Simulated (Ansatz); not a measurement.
An Ansatz (an electronic-structure program) run: BeO with a change (holes 1.0×10^22 cm⁻³); Ansatz r2SCAN, scalar-relativistic without spin-orbit coupling.

Input:

Ansatz 0.2 input:
```yaml
crystal:
  lattice:
    - [2.6904874919, 0, 0]
    - [-1.345243746, 2.3300305166, 0]
    - [0, 0, 4.3698823758]
  atoms:
    - { symbol: Be, position: [0.6666666667, 0.3333333333, 0.0014488758] }
    - { symbol: Be, position: [0.3333333333, 0.6666666667, 0.5014488758] }
    - { symbol: O, position: [0.6666666667, 0.3333333333, 0.6237511242] }
    - { symbol: O, position: [0.3333333333, 0.6666666667, 0.1237511242] }
basis: { ecutwfc: 500, ecutrho_ratio: 4, xc_grid: 4, fft_grid_basis: typed }
kpoints: { mp_grid: { grid: [25, 25, 14] } }
hamiltonian:
  xc: r2scan
  dispersion: none
  pseudopotentials: { kind: paw }
total_charge: 0.273944
scf: { occupations: { method: fermi_dirac, width: 0.0259 }, convergence: { dr2_threshold: 0.0000000004 } }
relax: { f_tol: 0.005, max_steps: 30 }
output: { forces: true, stress: true }
checkpoint: { write: state.ck, write_every: 1000 }
```

Output (explanatory and most iteration lines left out):

```
Relaxation: its limit of steps is 30 (relax.max_steps)
Pseudopotential: Be, paw, valence charge 2
Pseudopotential: O, paw, valence charge 6
Crystal: 4 atoms, lattice volume = 27.394 Å³
Basis set: ecut = 500 eV, 699 PW (Γ), exchange–correlation on 80×80×128 points (64 copies of the dense FFT grid, shifted against one another)
Bands: 12, of which v1, the nominal top of the filled ones, is band 8 counted from 1 (7 counted from 0)
Symmetry: 12 space group operations
Space group: P63mc (ITA 186), of the structure as read, at distance tolerance 3.0e-5 Å
k-points: 520 of 8750 (time reversal used)
Functional: x = r2scan, c = r2scan; τ floored in thin density (d = 2e-4 eV/Å³)
SCF iter   1: F=—  HF=-1331.806998 eV  |F-HF|=—  |Δ(HF+E_count)|=         —  Δρ=3.27e-2  dr2=2.31e-1  dr2_τ=2.68e-1  ethr=1.77e-3  ⟨swp⟩=6.1  Hψ=39709  notcnv=0
SCF iter   2: F=—  HF=-1331.990044 eV  |F-HF|=—  |Δ(HF+E_count)|=   1.83e-1  Δρ=1.02e-2  dr2=2.70e-2  dr2_τ=3.54e-3  ethr=1.47e-3  ⟨swp⟩=2.9  Hψ=16402  notcnv=0
SCF 1 converged in 7 iterations: F = -1331.991336 eV  dr2 = 7.51e-12
relax step   1: F+E_penalty+E_count = -1331.99133553 eV  Δ(F+E_penalty+E_count) = +0.000e0 eV  max|allowed force component| = 9.139e-3 eV/Å  Δτ_max = 0.0000 Å  (7 SCF iters, accepted)
Crystal: 4 atoms, lattice volume = 27.394 Å³
SCF iter   1: F=—  HF=-1331.991339 eV  |F-HF|=—  |Δ(HF+E_count)|=         —  Δρ=4.24e-5  dr2=2.64e-7  dr2_τ=8.62e-7  ethr=1.91e-9  ⟨swp⟩=2.0  Hψ=28128  notcnv=0
SCF iter   2: F=—  HF=-1331.991339 eV  |F-HF|=—  |Δ(HF+E_count)|=   6.75e-8  Δρ=1.60e-5  dr2=3.62e-8  dr2_τ=1.32e-9  ethr=1.68e-9  ⟨swp⟩=2.0  Hψ=9293  notcnv=0
SCF 2 converged in 4 iterations: F = -1331.991339 eV  dr2 = 1.16e-10
relax step   2: F+E_penalty+E_count = -1331.99133870 eV  Δ(F+E_penalty+E_count) = -3.166e-6 eV  max|allowed force component| = 7.938e-3 eV/Å  Δτ_max = 0.0001 Å  (4 SCF iters, accepted)
Crystal: 4 atoms, lattice volume = 27.394 Å³
SCF iter   1: F=—  HF=-1331.991352 eV  |F-HF|=—  |Δ(HF+E_count)|=         —  Δρ=2.80e-4  dr2=1.15e-5  dr2_τ=3.77e-5  ethr=7.32e-7  ⟨swp⟩=2.0  Hψ=20449  notcnv=0
SCF iter   2: F=—  HF=-1331.991349 eV  |F-HF|=—  |Δ(HF+E_count)|=   2.87e-6  Δρ=1.06e-4  dr2=1.61e-6  dr2_τ=5.83e-8  ethr=7.30e-8  ⟨swp⟩=1.0  Hψ=10444  notcnv=0
SCF 3 converged in 5 iterations: F = -1331.991348 eV  dr2 = 2.85e-10
relax step   3: F+E_penalty+E_count = -1331.99134835 eV  Δ(F+E_penalty+E_count) = -9.659e-6 eV  max|allowed force component| = 7.157e-5 eV/Å  Δτ_max = 0.0006 Å  (5 SCF iters, accepted)
Crystal: 4 atoms, lattice volume = 27.394 Å³
SCF iter   1: F=—  HF=-1331.991348 eV  |F-HF|=—  |Δ(HF+E_count)|=         —  Δρ=1.26e-6  dr2=2.85e-10  dr2_τ=2.74e-11  ethr=1.80e-12  ⟨swp⟩=1.5  Hψ=40528  notcnv=0
SCF iter   2: F=-1331.991348 eV  HF=-1331.991348 eV  |F-HF|=1.18e-11  |Δ(HF+E_count)|=  7.39e-11  Δρ=4.15e-7  dr2=2.75e-11  dr2_τ=3.10e-12  ethr=1.80e-12  ⟨swp⟩=3.9  Hψ=18399  notcnv=0
SCF 4 converged in 2 iterations: F = -1331.991348 eV  dr2 = 2.75e-11
SCF converged after 2 iterations
Free energy (F): -1331.991348 eV
Internal energy: -1331.988849 eV  (E = F + TS)
E sigma→0 (E₀):  -1331.990099 eV
Entropy (-TS):   -0.002499 eV (-0.625 meV/atom)
Fermi energy:    5.001056 eV
--- Forces (eV/Å), atoms counted from 1 ---
  atom   1  Be     0.00000000    -0.00000000     0.00002692
  atom   2  Be     0.00000000     0.00000000     0.00002692
  atom   3  O     -0.00000000     0.00000000    -0.00012211
  atom   4  O      0.00000000    -0.00000000    -0.00012211
--- Stress (GPa, compression-positive) ---
        9.893417       0.000000       0.000000
        0.000000       9.893417      -0.000000
        0.000000      -0.000000       9.678683
  P = ⅓ Tr σ = 9.8218 GPa (98.218 kbar)
--- Relaxed structure (3 steps of the walk, 3 accepted, 0 SCFs on fresh bases) ---
  atoms:
    - { symbol: Be, position: [0.6666666666666666, 0.3333333333333334, 0.001287453435486941] }
    - { symbol: Be, position: [0.33333333333333337, 0.6666666666666667, 0.501287453435487] }
    - { symbol: O, position: [0.6666666666666666, 0.3333333333333334, 0.6239125465645131] }
    - { symbol: O, position: [0.33333333333333337, 0.6666666666666667, 0.1239125465645131] }
```

Carriers are added with a uniform compensating background; total energy and stress of such cells depend on the potential's zero and are not compared; many-body gap narrowing is missing at this level. Stability against distortions was not tested. The cell was made from BeO in the wurtzite structure (space group P6_3mc, No. 186) by this change: holes 1.0×10^22 cm⁻³.
